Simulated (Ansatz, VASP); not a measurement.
Two plane-wave programs on TePb

Contents of INCAR:

```
SYSTEM = TePb
PREC     = Accurate       ! precision mode
ENCUT    = 520            ! plane-wave cutoff, eV
EDIFF    = 1E-7           ! SCF threshold, eV
ISMEAR   = -1             ! smearing method
SIGMA    = 0.02           ! smearing width, eV
LREAL    = .False.        ! projectors in reciprocal space
LASPH    = .True.         ! aspherical terms in the spheres
NELM     = 60             ! most SCF steps
ALGO     = Normal         ! electronic algorithm
ISIF     = 2              ! what is computed and relaxed
LWAVE    = .False.        ! write WAVECAR
LCHARG   = .False.        ! write CHGCAR
GGA      = PE             ! functional
NBANDS   = 17             ! bands
```

Contents of KPOINTS:

```
regular mesh
0
Gamma
  8 8 8
  0 0 0
```

POSCAR

```
TePb
1.0
    0.0000000000      3.0903933064      3.0903933064
    3.0903933064      0.0000000000      3.0903933064
    3.0903933064      3.0903933064      0.0000000000
Pb Te
1 1
Direct
    0.0000000000      0.0000000000      0.0000000000
    0.5000000000      0.5000000000      0.5000000000
```

Input for Ansatz:

```yaml
crystal:
  lattice:
    - [0.0, 3.0903933064, 3.0903933064]
    - [3.0903933064, 0.0, 3.0903933064]
    - [3.0903933064, 3.0903933064, 0.0]
  atoms:
    - { symbol: Pb, position: [0.0, 0.0, 0.0] }
    - { symbol: Te, position: [0.5, 0.5, 0.5] }
kpoints:
  mp_grid: { grid: [8, 8, 8] }
  band_path:
    path:
      - [0.0, 0.0, 0.0]
      - [0.5, 0.0, 0.5]
      - [0.625, 0.25, 0.625]
      - [0.375, 0.375, 0.75]
      - [0.5, 0.5, 0.5]
      - [0.5, 0.25, 0.75]
      - [0.0, 0.0, 0.5]
    npoints: 1
hamiltonian:
  xc: pbe
scf:
  occupations: { method: fermi_dirac, width: 0.02 }
  n_extra_bands: 4
output:
  forces: true
  stress: true
  eigenvalues: true
  write_density: true
  write_potential: true
  elf: true
  volumetric_format: npy
```

Change from the starting cell: hydrostatic strain -5.4%.

Alike in both runs: task single point; functional PBE; k mesh 8 × 8 × 8; occupations fermi-dirac, width 0.02 eV; no spin polarisation.

```csv
,VASP,Ansatz
version,VASP 6.6.1,Ansatz 0.2.0
potentials or method,"VASP PAW PBE potentials, release 64 (Pb_d, Te)","plane waves, PAW"
plane-wave cutoff (eV),520,420
valence electrons in the cell,20,30
```

Ansatz gave:

* pressure (GPa): 10.7

**Question.** Estimate VASP's values.

**Answer.** Pressure (GPa): 10.6.

The functional is the same, so the differences come from potentials, cutoffs and numerics. The two sets of potentials don't hold the same shells in valence.

Caveats: spin-orbit coupling is left out, which as a rule narrows the gap of such compounds by several tenths of an eV.
